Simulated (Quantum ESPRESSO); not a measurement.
The system is CaO.

```
CELL_PARAMETERS angstrom
0.00000 2.40356 2.40356
2.40356 0.00000 2.40356
2.40356 2.40356 0.00000
ATOMIC_POSITIONS crystal
Ca 0.00000 0.00000 0.00000
O 0.50000 0.50000 0.50000
```

The cell is a database's computed one.

Base run:

* Program: Quantum ESPRESSO 7.5
* Functional: SCAN
* Potentials or basis: SG15 PBE 1.2
* Cutoff: 1197 eV
* Density cutoff: 4789 eV
* k mesh: 8 × 8 × 8
* Occupations: fermi-dirac, width 0.05 eV
* Spin: no spin polarisation

Its results: band gap on the k mesh 4.25 eV, indirect (least direct gap 4.64 eV); pressure -1.5 GPa.

**Question.** The run is repeated on the same cell with these changes: functional from SCAN to r2SCAN. What comes out?

**Answer.** Band gap on the k mesh 4.27 eV, indirect (least direct gap 4.65 eV); pressure -0.9 GPa.

Caveats: the potentials were made for another functional, which shifts forces and pressure.
